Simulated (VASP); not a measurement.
# The defect B_Mg in a supercell of MgB2C2 (Pnnm), part 9 of 9

Wanted: what the defect B_Mg costs in MgB2C2 (Pnnm) and how the lattice relaxes round it. The start is a computed cell from the Materials Project.

VASP 6.6.1, plane waves and PAW; the level of theory is named at each step.

So far. Step 8 (Going on with the relaxation, spin collinear, charge 0): B left its start by 1.05 Å, and its nearest neighbours now lie at 1.68, 1.70 and 1.70 Å.

### 11. Going on with the relaxation, charge 1

Level of this step: PBEsol; plane waves and PAW (Mg, B, C) (VASP).

This cell carries charge +1, set by NELECT and balanced by a uniform background.

INCAR

```
SYSTEM = Mg11B25C24
PREC = Normal
ENCUT = 400
EDIFF = 1E-05
NELM = 120
ISMEAR = 0
SIGMA = 0.05
LREAL = Auto
ALGO = Fast
GGA = PS
NELECT = 192
LORBIT = 11
LWAVE = True
LCHARG = .FALSE.
KPAR = 4
IBRION = 2
NSW = 50
ISIF = 2
EDIFFG = -0.03
POTIM = 0.25
MAXMIX = 40
ISYM = 0
```

POSCAR

```
Mg11B25C24
1.0
    4.6186696203      7.1768882529      0.0000000000
   -4.6186696203      7.1768882529      0.0000000000
    0.0000000000      0.0000000000      8.3003684025
Mg B C
11 25 24
Direct
    0.9981015416      0.4992961304      0.1672907191
    0.4985818946      0.9983512447      0.1683769238
    0.0047680175      0.0043479069      0.0014864662
    0.5065755952      0.5084013855      0.9887973975
    0.9841162105      0.5116219029      0.4982716436
    0.5067537404      0.9792187700      0.5005823022
    0.0057828820      0.0020314286      0.3348872290
    0.5027027718      0.5066988162      0.3407753912
    0.9934837098      0.5036018350      0.8345599818
    0.5041509574      0.9857814687      0.8362920338
    0.0027145548      0.0090844779      0.6683399577
    0.3085846464      0.4270062990      0.1637469889
    0.8054820177      0.9292768382      0.1654331680
    0.1954535200      0.0785277547      0.1694003617
    0.6932890895      0.5768464599      0.1686340976
    0.4256113358      0.8076982269      0.0017686853
    0.9255803564      0.3086872919      0.0020912233
    0.0761732382      0.6983023661      0.9991776140
    0.5795178107      0.1972813828      0.9985638289
    0.2981901220      0.4268504179      0.4904259314
    0.8092414038      0.9243665525      0.4980456004
    0.1966041220      0.0783794919      0.5029784109
    0.6908855765      0.5752484523      0.5048763067
    0.4230148295      0.8052934113      0.3358583646
    0.9239968544      0.3070673130      0.3356182287
    0.0753959921      0.6965581818      0.3306437883
    0.5772151283      0.1956141688      0.3301543782
    0.4291627024      0.3921549174      0.6631738028
    0.3019676248      0.4303650180      0.8382539945
    0.8098934928      0.9252879506      0.8330002100
    0.1972115387      0.0791222378      0.8355418652
    0.6960162709      0.5796975569      0.8326773758
    0.4254850515      0.8002532693      0.6692182367
    0.9258261323      0.3115759871      0.6685599084
    0.0804986603      0.7021285216      0.6650427071
    0.5833572572      0.1804518279      0.6640547334
    0.0050740984      0.2199534360      0.1689241574
    0.5029655444      0.7182793401      0.1682601438
    0.4979627386      0.2870784408      0.1641363090
    0.9944405164      0.7850564425      0.1651208645
    0.2193270908      0.5092743195      0.9993189111
    0.7189628698      0.0093049797      0.9972832002
    0.2835382072      0.9994276251      0.0027484366
    0.7842113970      0.4993430186      0.0015130719
    0.0055003552      0.2196717692      0.5020530573
    0.5036970530      0.7171397808      0.5023720449
    0.4912829504      0.2823957305      0.5020045114
    0.9984869107      0.7837705518      0.4986003621
    0.2167097370      0.5058861197      0.3290266960
    0.7178657763      0.0076845981      0.3334202546
    0.2830698635      0.9976184520      0.3358416266
    0.7799450098      0.4958726340      0.3354742262
    0.0064674773      0.2209550620      0.8357469026
    0.5087213607      0.7217799230      0.8360493113
    0.4960745221      0.2855744168      0.8260066114
    0.9997773536      0.7852210575      0.8319087602
    0.2265988169      0.5114924916      0.6641464924
    0.7228892525      0.9993223037      0.6651907181
    0.2854537009      0.9966269722      0.6690357906
    0.7885097977      0.5031862725      0.6685498833
```

KPOINTS

```
Automatic mesh
0
Gamma
2 2 2
0 0 0
```

The projector-augmented-wave data sets are Mg, B and C (PBE family, release 64).

Command:

```bash
mpirun -np 4 vasp_std
```

What it wrote:

```text
[... set-up lines as in an earlier step ...]
 entering main loop
       N       E                     dE             d eps       ncg     rms          rms(c)
DAV:   1     0.527702476426E+03    0.52770E+03   -0.75797E+04  2088   0.110E+03
DAV:   2    -0.415241434181E+03   -0.94294E+03   -0.88068E+03  2573   0.234E+02
DAV:   3    -0.482925552939E+03   -0.67684E+02   -0.66825E+02  2392   0.629E+01
DAV:   4    -0.484755471704E+03   -0.18299E+01   -0.18225E+01  2456   0.106E+01
DAV:   5    -0.484809686015E+03   -0.54214E-01   -0.54152E-01  2400   0.180E+00BRMIX: very serious problems
 the old and the new charge density differ
 old charge density:   193.00000 new  192.00000
BRMIX: very serious problems
 the old and the new charge density differ
 old charge density:   193.00000 new  192.00000
BRMIX: very serious problems
 the old and the new charge density differ
 old charge density:   193.00000 new  192.00000
BRMIX: very serious problems
 the old and the new charge density differ
 old charge density:   193.00000 new  192.00000
    0.328E+01
RMM:   6    -0.442709413504E+03    0.42100E+02   -0.75272E+01  2032   0.170E+01    0.155E+01
RMM:   7    -0.437189714075E+03    0.55197E+01   -0.44998E+01  2032   0.135E+01    0.772E+00
RMM:   8    -0.436695251022E+03    0.49446E+00   -0.49541E+00  2032   0.501E+00    0.255E+00
RMM:   9    -0.436431280932E+03    0.26397E+00   -0.14808E+00  2032   0.252E+00    0.627E-01
RMM:  10    -0.436450210609E+03   -0.18930E-01   -0.32846E-01  2049   0.129E+00    0.629E-01
RMM:  11    -0.436435212494E+03    0.14998E-01   -0.48388E-02  2032   0.541E-01    0.966E-02
RMM:  12    -0.436436166193E+03   -0.95370E-03   -0.10178E-02  2087   0.233E-01    0.712E-02
RMM:  13    -0.436436229760E+03   -0.63567E-04   -0.21835E-03  2148   0.105E-01    0.206E-02
RMM:  14    -0.436436279963E+03   -0.50203E-04   -0.44595E-04  2188   0.471E-02    0.151E-02
RMM:  15    -0.436436283730E+03   -0.37665E-05   -0.70130E-05  1758   0.190E-02
   1 F= -.43643628E+03 E0= -.43643628E+03  d E =-.436436E+03
 curvature:   0.00 expect dE= 0.000E+00 dE for cont linesearch  0.000E+00
 trial: gam= 0.00000 g(F)=  0.112E-01 g(S)=  0.000E+00 ort = 0.000E+00 (trialstep = 0.100E+01)
 search vector abs. value=  0.112E-01
 bond charge predicted
       N       E                     dE             d eps       ncg     rms          rms(c)
DAV:   1    -0.436444678160E+03   -0.83982E-02   -0.39048E-01  2236   0.186E+00    0.126E-01
RMM:   2    -0.436444785060E+03   -0.10690E-03   -0.66097E-03  2032   0.224E-01    0.759E-02
RMM:   3    -0.436444720789E+03    0.64271E-04   -0.15331E-03  2033   0.983E-02    0.254E-02
RMM:   4    -0.436444736178E+03   -0.15389E-04   -0.26388E-04  2109   0.418E-02    0.161E-02
RMM:   5    -0.436444738894E+03   -0.27158E-05   -0.59403E-05  1847   0.202E-02
   2 F= -.43644474E+03 E0= -.43644474E+03  d E =-.845516E-02
[... from here on, the cycles between the ionic steps are left out ...]
   3 F= -.43644781E+03 E0= -.43644781E+03  d E =-.115232E-01
   4 F= -.43645390E+03 E0= -.43645390E+03  d E =-.609684E-02
   5 F= -.43646124E+03 E0= -.43646124E+03  d E =-.134379E-01
   6 F= -.43646727E+03 E0= -.43646727E+03  d E =-.602596E-02
   7 F= -.43646946E+03 E0= -.43646946E+03  d E =-.821931E-02
   8 F= -.43647558E+03 E0= -.43647558E+03  d E =-.611327E-02
   9 F= -.43647968E+03 E0= -.43647968E+03  d E =-.102125E-01
  10 F= -.43648482E+03 E0= -.43648482E+03  d E =-.514606E-02
  11 F= -.43648491E+03 E0= -.43648491E+03  d E =-.523796E-02
  12 F= -.43648828E+03 E0= -.43648828E+03  d E =-.336191E-02
  13 F= -.43648836E+03 E0= -.43648836E+03  d E =-.344426E-02
  14 F= -.43649062E+03 E0= -.43649062E+03  d E =-.225852E-02
  15 F= -.43649077E+03 E0= -.43649077E+03  d E =-.241426E-02
  16 F= -.43649224E+03 E0= -.43649224E+03  d E =-.147124E-02
  17 F= -.43649233E+03 E0= -.43649233E+03  d E =-.155316E-02
  18 F= -.43649356E+03 E0= -.43649356E+03  d E =-.122981E-02
  19 F= -.43649363E+03 E0= -.43649363E+03  d E =-.130177E-02
  20 F= -.43649455E+03 E0= -.43649455E+03  d E =-.920359E-03
  21 F= -.43649460E+03 E0= -.43649460E+03  d E =-.972508E-03
 curvature:  -3.50 expect dE=-0.177E-02 dE for cont linesearch -0.171E-05
 trial: gam= 0.63302 g(F)=  0.505E-03 g(S)=  0.000E+00 ort = 0.370E-04 (trialstep = 0.179E+01)
 search vector abs. value=  0.167E-02
 bond charge predicted
       N       E                     dE             d eps       ncg     rms          rms(c)
DAV:   1    -0.436495194689E+03   -0.59711E-03   -0.15632E-01  2032   0.118E+00    0.707E-02
RMM:   2    -0.436495224830E+03   -0.30141E-04   -0.19254E-03  2032   0.124E-01    0.316E-02
RMM:   3    -0.436495228761E+03   -0.39304E-05   -0.36633E-04  2038   0.487E-02    0.114E-02
RMM:   4    -0.436495235166E+03   -0.64053E-05   -0.74843E-05  1828   0.203E-02
  22 F= -.43649524E+03 E0= -.43649524E+03  d E =-.634498E-03
 trial-energy change:   -0.000634  1 .order   -0.000605   -0.000944   -0.000267
 step:   2.4921(harm=  2.4921)  dis= 0.00262  next Energy=  -436.495259 (dE=-0.658E-03)
 reached required accuracy - stopping structural energy minimisation
 writing wavefunctions
```

Elapsed: 4.8 min, on 4 MPI ranks of Intel Xeon 6975P-C (Granite Rapids), shared host; peak memory 1.9 GiB.

Parts of OUTCAR (step 11):

```text
NELECT = 192

 ion  position               nearest neighbor table
   1  0.998  0.499  0.167-  44 2.29  49 2.32  52 2.34  37 2.36  41 2.38  17 2.40  15 2.40  40 2.43
                            25 2.43  26 2.46  12 2.46  18 2.49   5 2.75   9 2.76
   2  0.499  0.998  0.168-  43 2.29  51 2.31  50 2.35  38 2.38  14 2.39  42 2.39  16 2.41  13 2.44
                            24 2.44  27 2.45  39 2.46  19 2.51  10 2.76   6 2.76
   3  0.005  0.004  0.001-  37 2.31  53 2.31  40 2.34  56 2.36  43 2.36  17 2.40  14 2.42  42 2.42
                            31 2.42  18 2.42  13 2.46  30 2.47  11 2.77   7 2.77
   4  0.507  0.508  0.989-  54 2.23  38 2.32  32 2.34  44 2.34  16 2.36  55 2.36  39 2.41  15 2.42
                            41 2.45  29 2.45  19 2.46  12 2.53   8 2.92
   5  0.984  0.512  0.498-  60 2.21  52 2.25  23 2.33  48 2.38  49 2.42  34 2.42  45 2.42  25 2.42
                            26 2.46  20 2.47  57 2.49  35 2.52   1 2.75   9 2.79
   6  0.507  0.979  0.501-  46 2.25  51 2.30  59 2.30  24 2.34  58 2.36  50 2.36  33 2.38  22 2.42
                            21 2.43  36 2.48  47 2.54  27 2.59   2 2.76  10 2.79
   7  0.006  0.002  0.335-  37 2.31  45 2.32  48 2.33  51 2.35  40 2.36  25 2.40  14 2.41  26 2.42
                            22 2.43  50 2.44  21 2.45  13 2.48   3 2.77  11 2.77
   8  0.503  0.507  0.341-  46 2.24  38 2.31  52 2.33  24 2.35  23 2.36  47 2.37  39 2.39  15 2.42
                            49 2.45  20 2.46  27 2.46  12 2.51   4 2.92
   9  0.993  0.504  0.835-  60 2.23  44 2.27  32 2.35  53 2.37  41 2.38  34 2.39  17 2.42  56 2.43
                            29 2.44  57 2.46  18 2.47  35 2.54   1 2.76   5 2.79
  10  0.504  0.986  0.836-  54 2.24  59 2.30  43 2.30  16 2.34  42 2.34  58 2.39  33 2.40  31 2.40
                            30 2.44  36 2.49  55 2.53  19 2.54   2 2.76   6 2.79
  11  0.003  0.009  0.668-  45 2.27  53 2.29  56 2.35  59 2.37  34 2.39  48 2.40  22 2.40  31 2.42
                            35 2.42  58 2.42  30 2.46  21 2.50   3 2.77   7 2.77
  12  0.309  0.427  0.164-  39 1.56  41 1.58  49 1.59   1 2.46   8 2.51   4 2.53
  13  0.805  0.929  0.165-  40 1.57  50 1.59  42 1.59   2 2.44   3 2.46   7 2.48
  14  0.195  0.079  0.169-  37 1.57  43 1.59  51 1.59   2 2.39   7 2.41   3 2.42
[...]
59  0.285  0.997  0.669-  22 1.59  31 1.59  33 1.61  10 2.30   6 2.30  11 2.37
  60  0.789  0.503  0.669-  34 1.57  32 1.57  23 1.58   5 2.21   9 2.23

 E-fermi :   4.9677

 k-point     1 :       0.0000    0.0000    0.0000
  band No.  band energies     occupation
    ...
     92       3.8109      2.00000
     93       3.8190      2.00000
     94       3.8432      2.00000
     95       4.6149      2.00000
     96       4.6727      2.00000
     97       5.9584      0.00000
     98       5.9856      0.00000
     99       6.0042      0.00000
    100       6.5566      0.00000
    101       7.0859      0.00000
    ...

  Total       -8.0382988     -7.9511804    -16.1475205     -0.4854731     -0.0345493     -0.0157533
  in kB      -23.4042260    -23.1505728    -47.0149504     -1.4134982     -0.1005933     -0.0458670
  external PRESSURE =     -31.1899164 kB  Pullay stress =       0.0000000 kB

 POSITION                                       TOTAL-FORCE (eV/Angst)
 -----------------------------------------------------------------------------------
      2.28823     10.75008      1.38523        -0.010890     -0.001978      0.001283
     -2.30200     10.75674      1.38483         0.007938      0.002284      0.002048
      0.01384      0.07878      0.00384         0.004150     -0.005356     -0.003463
     -0.03099      7.25463      8.21736         0.001714     -0.006263      0.000918
      2.20746     10.74255      4.13955        -0.014845     -0.003644     -0.010548
     -2.19207     10.69227      4.14593         0.005522     -0.009867     -0.008360
      0.01074      0.07911      2.76747         0.010709     -0.005318     -0.004442
     -0.02952      7.25986      2.85296        -0.007288     -0.017638      0.004158
      2.20017     10.74257      6.93343        -0.002255     -0.012343      0.001429
     -2.18800     10.68861      6.92601        -0.002718     -0.003683     -0.007354
      0.00209      0.09916      5.53594        -0.002030      0.004378     -0.002433
     -0.53356      5.26959      1.38276         0.007046     -0.008533      0.012065
     -0.54956     12.46986      1.38257         0.014827      0.003657      0.015551
      0.52462      1.98902      1.38636        -0.010211      0.003111     -0.003769
      0.52433      9.11330      1.38503        -0.012596     -0.003331      0.005836
     -1.78133      8.83885      8.30024         0.006423      0.006080      0.002800
      2.83439      8.84517      0.00200        -0.001582     -0.005586     -0.004623
     -2.85357      5.56356      0.00744        -0.001160      0.011919      0.005907
      1.77786      5.55382      0.01006         0.004527      0.002072     -0.001938
     -0.57402      5.18519      4.08374        -0.010230     -0.009623      0.003959
     -0.51660     12.46345      4.14224         0.009016      0.006488      0.005058
      0.52852      2.00110      4.15435        -0.004852      0.005010      0.002347
      0.51625      9.11516      4.17855        -0.008438     -0.013801      0.003426
     -1.78086      8.84405      2.77238        -0.004861     -0.006442     -0.007154
[...]
-----------------------------------------------------------------------------------
    total drift:                               -0.045339     -0.053808      0.005275

  FREE ENERGIE OF THE ION-ELECTRON SYSTEM (eV)
  ---------------------------------------------------
  free  energy   TOTEN  =      -436.4952351660 eV

  energy  without entropy=     -436.4952351660  energy(sigma->0) =     -436.49523517

[... 6 parts as in an earlier step ...]

[... 8 further parts left out ...]
```

Step by step:

```csv
step,energy less that of the first step (eV),largest force (eV/Å)
1,0.0000,0.1767
2,-0.0085,0.1471
3,-0.0115,0.1619
4,-0.0176,0.1127
5,-0.0250,0.2064
6,-0.0310,0.1414
7,-0.0332,0.1724
8,-0.0393,0.1073
9,-0.0434,0.1474
10,-0.0485,0.1070
11,-0.0486,0.1499
12,-0.0520,0.0668
13,-0.0521,0.0845
14,-0.0543,0.0483
15,-0.0545,0.0604
16,-0.0560,0.0511
17,-0.0560,0.0694
18,-0.0573,0.0401
19,-0.0573,0.0563
20,-0.0583,0.0468
21,-0.0583,0.0557
22,-0.0590,0.0273
```

The atoms that moved most (Å):

```csv
atom,dx,dy,dz,length
B29,0.019,-0.074,0.024,0.080
C55,0.010,-0.066,0.026,0.072
B28,0.014,-0.064,0.029,0.071
C57,0.019,-0.057,0.020,0.063
Mg9,-0.062,-0.002,0.006,0.063
C54,-0.023,-0.049,-0.021,0.058
B32,-0.022,-0.047,-0.019,0.055
C51,-0.016,0.035,-0.020,0.043
```

Numbers from this step:

- electronic cycles: 114
- electrons: 192
- free energy (TOTEN): -436.4952 eV
- Fermi energy: 4.968 eV

The run ended after 22 ionic steps, 0.059 eV below its first step, once the forces on the free atoms met EDIFFG = -0.03.

B left its start by 1.36 Å, and its nearest neighbours now lie at 1.59, 1.59 and 1.59 Å.

### 12. Formation energies

This step: point defect, PBEsol; plane waves and PAW (VASP 6.6.1).

This step runs nothing: it gathers the runs above.

Numbers from this step:

```
formation energy of the neutral defect    : 4.047 eV
gap of the perfect supercell, on its mesh : 1.338 eV
dielectric constant in the correction     : 13.06
```

Formation energies (Mg from its element, B from its element), with the Fermi level at the valence top and at the conduction bottom (gap 1.34 eV):

```csv
charge,at valence top (eV),at conduction bottom (eV),correction included (eV)
0,4.05,4.05,0.00
+1,3.46,4.80,0.13
```

(Fermi level (eV), lowest formation energy (eV)): (0.00, 3.46), (0.12, 3.58), (0.24, 3.70), (0.36, 3.82), (0.49, 3.94), (0.61, 4.05), (0.73, 4.05), (0.85, 4.05), (0.97, 4.05), (1.10, 4.05), (1.22, 4.05), (1.34, 4.05)

Levels and occupations at the first k-point; a full level shows 1, which is two electrons in a run without spin and one in a spin channel. The single-particle levels (eV, zero at the valence-band top of the host):

```csv
,conduction bottom,valence top
q = 0,1.34,0.00
q = +1,1.34,0.00
```

```csv
,spin,occupation,energy (eV)
q = 0,up,1,0.74
```

E_f is E(defect cell) less E(perfect cell), corrected for the atoms exchanged with their references. For charge q, q times the Fermi level (the perfect cell's valence-band top plus E_F) and an image-charge term are added.

References, in eV an atom: Mg -1.721 (crystal P6_3/mmc) and B -7.038 (crystal R-3m). They were run at the supercell's cutoff and functional, without U, and count both elements from their own phases.

By charge state:

```csv
charge,"formation energy, Fermi level at the valence-band top (eV)",of which image charge (eV),shift of the far core potentials (eV),moment (μB),largest move from the displaced start (Å)
0,4.047,0.000,-0.077,1.00,1.03
+1,3.458,0.133,0.009,no spin,1.35
```

The image-charge term is the point-charge Madelung energy over a dielectric constant of 13.06 (electrons and ions), scaled by 1 − (1 − 1/ε)/3. The potential shift aligns the single-particle levels and is not added to the energies; levels within 0.4 eV of an edge, or in cells whose shift exceeds 0.2 eV, are left out, since at this cell size they may be band states; some may be the defect's own.

Levels between neighbouring charges run, above the valence-band top: (+1/0) at 0.59 eV. The gap of the perfect cell on its mesh is 1.34 eV; a level outside it means that one of its two charges is never the lower one for a Fermi level in the gap.

### 13. Summary of results

```yaml
formation_energy_at_charge_0: 4.047 eV
formation_energy_at_charge_plus_1: 3.458 eV
gap_of_the_perfect_supercell_on_its_mesh: 1.34 eV
```

What this shows: The defect B_Mg costs 4.05 eV at charge 0 and 3.46 eV at charge +1 with the Fermi level at the valence-band top, with every exchanged atom at the energy of its element. At charge 0: B left its start by 1.05 Å, and its nearest neighbours now lie at 1.68, 1.70 and 1.70 Å. At charge +1: B left its start by 1.36 Å, and its nearest neighbours now lie at 1.59, 1.59 and 1.59 Å. With the Fermi level at the valence-band top the lowest of the charge states run is +1, and at the conduction-band bottom 0. Semilocal functionals make the gap too small, so transition levels near the band edges are uncertain. The supercell of 60 atoms is small, so interactions between images remain.

[Lines on the potential files, build, host, timing and source positions are cut from VASP's logs without a mark.]

[Logs are printed without paths, hosts, clocks, repeated set-up lines and the standing remarks that a program may print on its own settings, such as how far it seeks lower states.]

[Hosts, paths, dates, database ids (printed as entryN), source tags and the programs' standing remarks are cut or masked in the printed files.]

[In band tables of VASP the shares of atoms and orbitals are scaled to a sum of 1 inside the atoms' spheres.]

[Runs that stopped without an error message from VASP are left out.]
